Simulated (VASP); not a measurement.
# CdTe (F-43m) in VASP: further runs

The runs below take CdTe through single point, with PBE0, LDA.

Program: VASP 6.6.1. These are calculated values, not measurements. Logs are shortened: lines on timing, memory, paths and dates and some standing lists are left out, and cuts for length are marked.

### Step 1. The structure

The structure is cubic, space group F-43m (No. 216). The conventional cell has a = 6.410 Å, b = 6.410 Å, c = 6.410 Å, α = 90.00°, β = 90.00°, γ = 90.00°. Te (site symmetry -43m) is surrounded by 4 Cd at 2.78 Å. Cd (site symmetry -43m) has 4 Te at 2.78 Å as nearest neighbours.

### Step 2. Single point, PBE0

File POSCAR:

```
CdTe
1.0
    0.0000000000      3.2050000000      3.2050000000
    3.2050000000      0.0000000000      3.2050000000
    3.2050000000      3.2050000000      0.0000000000
Te Cd
1 1
Direct
    0.7500000000      0.7500000000      0.7500000000
    0.0000000000      0.0000000000      0.0000000000
```

File INCAR.step1:

```
SYSTEM = CdTe
ALGO = Normal
EDIFF = 1E-5
ENCUT = 460
GGA = PE
ISIF = 2
ISMEAR = 0
LASPH = .True.
LCHARG = .False.
LREAL = .False.
LWAVE = .True.
NBANDS = 17
NELM = 100
NKRED = 1
PREC = Accurate
SIGMA = 0.01
```

File INCAR.step2:

```
SYSTEM = CdTe
AEXX = 0.25
ALGO = Normal
EDIFF = 1E-6
ENCUT = 460
GGA = PE
ISIF = 2
ISMEAR = 0
ISTART = 1
LASPH = .True.
LCHARG = .False.
LHFCALC = .True.
LREAL = .False.
LWAVE = .False.
NBANDS = 17
NELM = 100
NKRED = 1
PREC = Accurate
PRECFOCK = Fast
SIGMA = 0.01
```

File KPOINTS:

```
k-points
0
Gamma
  5 5 5
  0 0 0
```

Potentials or basis: VASP PAW PBE potentials, release 64 (Te, Cd).

The run is started by

```bash
$ cat potpaw_PBE.64/Te/POTCAR potpaw_PBE.64/Cd/POTCAR > POTCAR
$ cp INCAR.step1 INCAR
$ mpirun -np 1 vasp_std > vasp.out
$ cp INCAR.step2 INCAR
$ mpirun -np 1 vasp_std > vasp.out
```

OUTCAR:

```text
SYSTEM = CdTe
   AEXX = 0.25
   EDIFF = 1E-6
   ENCUT = 460
   GGA = PE
   ISIF = 2
   ISMEAR = 0
   ISTART = 1
   LASPH = .True.
   LHFCALC = .True.
   LREAL = .False.
   NELM = 100
   NKRED = 1
   PREC = Accurate
   PRECFOCK = Fast

 Found     10 irreducible k-points:

 Following reciprocal coordinates:
            Coordinates               Weight
  0.000000  0.000000  0.000000      1.000000
  0.200000  0.000000  0.000000      8.000000
  0.400000  0.000000  0.000000      8.000000
  0.200000  0.200000  0.000000      6.000000
  0.400000  0.200000  0.000000     24.000000
 -0.400000  0.200000  0.000000     24.000000
   k-points           NKPTS =     10   k-points in BZ     NKDIM =    125   number of bands    NBANDS=     17
   number of dos      NEDOS =    301   number of ions     NIONS =      2
   total plane-waves  NPLWV =  32768
   dimension x,y,z NGX =    32 NGY =   32 NGZ =   32
   dimension x,y,z NGXF=    64 NGYF=   64 NGZF=   64
   ions per type =               1   1
   NGX,Y,Z   is equivalent  to a cutoff of  11.74, 11.74, 11.74 a.u.
   NGXF,Y,Z  is equivalent  to a cutoff of  23.47, 23.47, 23.47 a.u.
 SYSTEM =  CdTe
   PREC   = accura    normal or accurate (medium, high low for compatibility)
   ISTART =      1    job   : 0-new  1-cont  2-samecut
   ICHARG =      0    charge: 1-file 2-atom 10-const
   ISPIN  =      1    spin polarized calculation?
   LNONCOLLINEAR =      F non collinear calculations
   LSORBIT =      F    spin-orbit coupling
   LASPH  =      T    aspherical Exc in radial PAW
   ENCUT  =  460.0 eV  33.81 Ry    5.81 a.u.   7.93  7.93  7.93*2*pi/ulx,y,z
   NELM   =    100;   NELMIN=  2; NELMDL=  0     # of ELM steps
   EDIFF  = 0.1E-05   stopping-criterion for ELM
   LREAL  =      F    real-space projection
   EDIFFG = 0.1E-04   stopping-criterion for IOM
   NSW    =      0    number of steps for IOM
   IBRION =     -1    ionic relax: 0-MD 1-quasi-New 2-CG
   NFREE  =      0    steps in history (QN), initial steepest desc. (CG)
   ISIF   =      2    stress and relaxation
   ISYM   =      3    0-nonsym 1-usesym 2-fastsym
   POTIM  = 0.5000    time-step for ionic-motion
   TEBEG  =    0.0;   TEEND  =   0.0 temperature during run
   PSTRESS=    0.0 pullay stress
   NELECT =      18.0000    total number of electrons
   NUPDOWN=      -1.0000    fix difference up-down
   EMIN   =  10.00;   EMAX   =-10.00  energy-range for DOS
   EFERMI =   0.00;   METHOD = LEGACY
   ISMEAR =     0;   SIGMA  =   0.01  broadening in eV -4-tet -1-fermi 0-gaus
   EFERMI_NEDOS =   21; number of points for ismear=-14 and -15
   IALGO  =     38    algorithm
   IMIX   =      1    mixing-type and parameters
     AMIX     =   0.40;   BMIX     =  1.00
     AMIX_MAG =   1.60;   BMIX_MAG =  1.00
  volume/ion in A,a.u.               =      32.92       222.17
  Fermi-wavevector in a.u.,A,eV,Ry     =   1.062497  2.007828 15.359610  1.128899
  Thomas-Fermi vector in A             =   2.197950
   LORBIT       =      0    0 simple, 1 ext, 2 COOP (PROOUT), +10 PAW based schemes
   GGA     = PE    functional components
   LHFCALC =     T    Hartree Fock is set to
   PRECFOCK=fast      Normal, Fast or Accurate (Low or Medium for compatibility)
   ENCUT4O =  -1.0   cutoff for four orbital integrals eV
   NKREDX  =     1    reduce k-point grid by
   NKREDY  =     1    reduce k-point grid by
   NKREDZ  =     1    reduce k-point grid by
   AEXX    =    0.2500 exact exchange contribution
   HFSCREEN=    0.0000 screening length (either q_TF or 0.3 A-1)
   HFSCREENC=   0.0000 screening length for correlation (either q_TF or 0.3 A-1)
   ENCUTFOCK=  -1.0 apply spherical cutoff to Coloumb kernel
   IVDW    =     0    specifies the selected vdW correction
   LEPSILON=     F    determine dielectric tensor
   LRPA    =     F    only Hartree local field effects (RPA)
 non-spin polarized calculation
 Gauss-broadening in eV      SIGMA  =   0.01
  energy-cutoff  :      460.00
  volume of cell :       65.84
 maximum number of plane-waves:      1485
  NGX = 18; NGY = 18; NGZ = 18

 number of electron      18.0000005 magnetization

 Free energy of the ion-electron system (eV)
  ---------------------------------------------------
  ext. energy  EPLUGINS =         0.00000000
  ---------------------------------------------------
  free energy    TOTEN  =        -6.53559872 eV

  energy without entropy =       -6.53559872  energy(sigma->0) =       -6.53559872

 E-fermi :   1.8539     XC(G=0):  -6.9096

 val. band max:        1.7998707442   @ k =   0.0000   0.0000   0.0000
 cond. band min:       4.1062875034   @ k =   0.0000   0.0000   0.0000
 fundamental gap:      2.3064167592
 Fermi energy:         1.8538869248

 k-point     1 :       0.0000    0.0000    0.0000
  band No.  band energies     occupation
      1     -10.6311      2.00000
      2      -7.9704      2.00000
      3      -7.9704      2.00000
      4      -7.9704      2.00000
      5      -7.6792      2.00000
      6      -7.6792      2.00000
      7       1.7999      2.00000
      8       1.7999      2.00000
      9       1.7999      2.00000
     10       4.1063      0.00000
     11       7.9410      0.00000
     12       7.9410      0.00000
     13       7.9410      0.00000
     14      11.0572      0.00000
     15      12.9336      0.00000
     16      12.9336      0.00000
     17      13.6283      0.00000

 k-point     2 :       0.2000    0.0000    0.0000
  band No.  band energies     occupation
      1     -10.4756      2.00000
      2      -7.9427      2.00000
      3      -7.9427      2.00000
      4      -7.8163      2.00000
      5      -7.6808      2.00000
      6      -7.6808      2.00000
      7      -0.5259      2.00000
      8       1.4452      2.00000
      9       1.4452      2.00000
     10       5.2906      0.00000
     11       8.3274      0.00000
     12       8.4309      0.00000
     13       8.4309      0.00000
     14      11.8643      0.00000
     15      11.8643      0.00000
     16      11.9486      0.00000
     17      13.7824      0.00000

 k-point     3 :       0.4000    0.0000    0.0000
  band No.  band energies     occupation
      1     -10.2388      2.00000
      2      -7.9057      2.00000
      3      -7.9057      2.00000
      4      -7.6741      2.00000
      5      -7.6741      2.00000
      6      -7.3398      2.00000
      7      -2.8516      2.00000
      8       0.9713      2.00000
      9       0.9713      2.00000
     10       5.1718      0.00000
     11       8.5745      0.00000
     12       8.5745      0.00000
     13      10.3360      0.00000
     14      11.7731      0.00000
     15      13.1229      0.00000
     16      13.1229      0.00000
     17      16.1751      0.00000

 k-point     4 :       0.2000    0.2000    0.0000
  band No.  band energies     occupation
      1     -10.4254      2.00000
      2      -7.9134      2.00000
      3      -7.9134      2.00000
      4      -7.8205      2.00000
      5      -7.6786      2.00000
      6      -7.6686      2.00000
      7      -0.4518      2.00000
      8       0.8756      2.00000
      9       0.8756      2.00000
     10       6.2243      0.00000
     11       6.6974      0.00000
     12       9.4055      0.00000
     13       9.4055      0.00000
     14      10.2477      0.00000
     15      13.3047      0.00000
     16      13.5316      0.00000
     17      14.7791      0.00000

 k-point     5 :       0.4000    0.2000    0.0000
  band No.  band energies     occupation
      1     -10.2224      2.00000
      2      -7.8831      2.00000
      3      -7.8688      2.00000
      4      -7.7268      2.00000
      5      -7.6630      2.00000
      6      -7.3801      2.00000
      7      -2.2501      2.00000
      8       0.0823      2.00000
      9       0.3994      2.00000
     10       6.2852      0.00000
     11       7.5744      0.00000
     12       9.1377      0.00000
     13       9.9325      0.00000
     14      12.2901      0.00000
     15      13.8031      0.00000
     16      14.0124      0.00000
     17      15.8673      0.00000

 k-point     6 :      -0.4000    0.2000    0.0000
  band No.  band energies     occupation
      1     -10.1522      2.00000
      2      -7.8770      2.00000
      3      -7.8678      2.00000
      4      -7.6925      2.00000
      5      -7.6767      2.00000
      6      -7.1095      2.00000
      7      -2.9798      2.00000
      8      -0.5333      2.00000
      9       0.5694      2.00000
     10       6.3277      0.00000
     11       8.1801      0.00000
     12       9.4760      0.00000
     13      10.4908      0.00000
     14      12.1575      0.00000
     15      12.8151      0.00000
     16      13.7711      0.00000
     17      16.2505      0.00000

 [... further k-points ...]

------------------------ aborting loop because EDIFF is reached ----------------------------------------

  FORCE on cell =-STRESS in cart. coord.  units (eV):
  Direction    XX          YY          ZZ          XY          YZ          ZX
  --------------------------------------------------------------------------------------
  -------------------------------------------------------------------------------------
  Total        1.2783566      1.2783566      1.2783566      0.0000000     -0.0000000      0.0000000
  in kB       31.1063096     31.1063096     31.1063096      0.0000000     -0.0000000      0.0000000
  external PRESSURE =      31.1063096 kB  Pullay stress =       0.0000000 kB

 VOLUME and BASIS-vectors are now :
 -----------------------------------------------------------------------------
  energy-cutoff  :      460.00
  volume of cell :       65.84
      direct lattice vectors                 reciprocal lattice vectors
     0.000000000  3.205000000  3.205000000    -0.156006240  0.156006240  0.156006240
     3.205000000  0.000000000  3.205000000     0.156006240 -0.156006240  0.156006240
     3.205000000  3.205000000  0.000000000     0.156006240  0.156006240 -0.156006240

 POSITION                                       TOTAL-FORCE (eV/Angst)
 -----------------------------------------------------------------------------------
      4.80750      4.80750      4.80750        -0.000000      0.000000      0.000000
      0.00000      0.00000      0.00000         0.000000     -0.000000     -0.000000
 -----------------------------------------------------------------------------------
    total drift:                               -0.000003     -0.000003      0.000000

  FREE ENERGIE OF THE ION-ELECTRON SYSTEM (eV)
  ---------------------------------------------------
  free  energy   TOTEN  =        -6.5355987198 eV

  energy  without entropy=       -6.5355987198  energy(sigma->0) =       -6.53559872
```

Wall time 5.5 min (1 thread of Intel Xeon 6975P-C (Granite Rapids), shared host); peak memory 0.19 GiB.

The run converged, but some of its settings lie outside the range that counts as converged, so its numbers aren't taken as properties of the crystal.

What came out:

| Property | Result |
| --- | --- |
| Free energy | -6.5356 eV |
| Pressure | 3.1 GPa |
| Band gap on the k mesh | 2.31 eV, direct |

Caveat: the PAW data sets were made with another functional, which shifts forces and pressure a little; spin-orbit coupling is left out, which moves the levels of the heavy elements.

### Step 3. Single point, PBE0

POSCAR is that of step 2.

Edit INCAR.step1 of step 2 so:

```diff
@@ -3,3 +3,3 @@
 EDIFF = 1E-5
-ENCUT = 460
+ENCUT = 400
 GGA = PE
@@ -13,3 +13,3 @@
 NELM = 100
-NKRED = 1
+NKRED = 3
 PREC = Accurate
```

Edit INCAR.step2 of step 2 so:

```diff
@@ -4,3 +4,3 @@
 EDIFF = 1E-6
-ENCUT = 460
+ENCUT = 400
 GGA = PE
@@ -16,3 +16,3 @@
 NELM = 100
-NKRED = 1
+NKRED = 3
 PREC = Accurate
```

File KPOINTS:

```
k-points
0
Gamma
  6 6 6
  0 0 0
```

Potentials or basis: VASP PAW PBE potentials, release 64 (Te, Cd).

The run is started by

```bash
$ cat potpaw_PBE.64/Te/POTCAR potpaw_PBE.64/Cd/POTCAR > POTCAR
$ cp INCAR.step1 INCAR
$ mpirun -np 1 vasp_std > vasp.out
$ cp INCAR.step2 INCAR
$ mpirun -np 1 vasp_std > vasp.out
```

It took 52 s on 1 thread of Intel Xeon 6975P-C (Granite Rapids), shared host; peak memory 0.19 GiB.

The run converged, but some of its settings lie outside the range that counts as converged, so its numbers aren't taken as properties of the crystal.

Results:

```
Free energy            : -6.8634 eV
Pressure               : 2.2 GPa
Band gap on the k mesh : 2.83 eV, direct
```

Caveat: the PAW data sets were made with another functional, which shifts forces and pressure a little; spin-orbit coupling is left out, which moves the levels of the heavy elements.

(Part 1 of 2 ends here.)
